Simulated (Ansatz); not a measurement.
The system is CuO (Tenorite).

```
Cu O
1.0
     2.34185   -1.71130    0.00000
     2.34185    1.71130    0.00000
    -0.85003    0.00000    5.05787
Cu O
2 2
Direct
  0.50000 0.00000 0.50000
  0.00000 0.50000 0.00000
  0.41840 0.58160 0.75000
  0.58160 0.41840 0.25000
```

```yaml
Program: Ansatz 0.2.0
Task: relaxation of cell and atoms
Functional: PBEsol
Dispersion: D3(BJ)
Potentials_or_basis: Ansatz PAW
Cutoff: "420 eV (not typed: the program's choice for these potentials)"
k_mesh: 10 × 10 × 5
Occupations: fermi-dirac, width 0.05 eV
Spin: no spin polarisation
```

At the start: volume 10.13 Å³/atom.

Question: How do energy, volume and symmetry change on relaxing?

Answer: It ends after 23 steps and the volume is 10.43 Å³/atom (+2.9 %); space group P4_2/mmc (No. 131, to 0.05 Å).

Step by step:
| step | energy change (eV) | largest force (eV/Å) | volume (Å³) |
| --- | --- | --- | --- |
| 1 | 0.0000 | 0.3622 | 40.54 |
| 2 | -0.0312 | 0.2774 | 40.01 |
| 3 | -0.0594 | 0.0489 | 39.49 |
| 4 | -0.0654 | 0.0324 | 39.82 |
| 5 | -0.0716 | 0.0369 | 40.90 |
| 6 | -0.0734 | 0.0011 | 40.78 |
| 7 | -0.0734 | 0.0003 | 40.79 |
| 8 | -0.0874 | 0.0011 | 40.79 |
| 9 | -0.0945 | 0.0066 | 41.20 |
| 10 | -0.0937 | 0.0081 | 41.59 |
| 11 | -0.0949 | 0.0018 | 41.43 |
| 12 | -0.1036 | 0.0028 | 41.43 |
| 13 | -0.1063 | 0.0026 | 41.59 |
| 14 | -0.1059 | 0.0007 | 41.69 |
| 15 | -0.1063 | 0.0006 | 41.65 |
| 16 | -0.1092 | 0.0003 | 41.65 |
| 17 | -0.1100 | 0.0009 | 41.69 |
| 18 | -0.1099 | 0.0002 | 41.70 |
| 19 | -0.1106 | 0.0002 | 41.70 |
| 20 | -0.1108 | 0.0019 | 41.71 |
| 21 | -0.1109 | 0.0020 | 41.71 |
| 22 | -0.1110 | 0.0018 | 41.72 |
| 23 | -0.1109 | 0.0019 | 41.72 |

Final structure:
```
Cu O
1.0
     2.02589   -2.01855    0.15768
     2.02589    2.01855    0.15768
    -0.39480    0.00000    5.07003
Cu O
2 2
Direct
  0.50000 0.00000 0.50000
  0.00000 0.50000 0.00000
  0.50007 0.49993 0.75000
  0.49993 0.50007 0.25000
```

Caveat: the plane-wave basis is chosen anew once the cell has moved, so the energies of steps on either side of that aren't comparable; the pressure holds a Pulay correction of +0.7 GPa for the finite cutoff; the run has no spin polarisation, though such a crystal can be magnetic; the PAW data sets come from PBE, with cores solved anew for the run's functional, which leaves a small shift of forces and pressure.
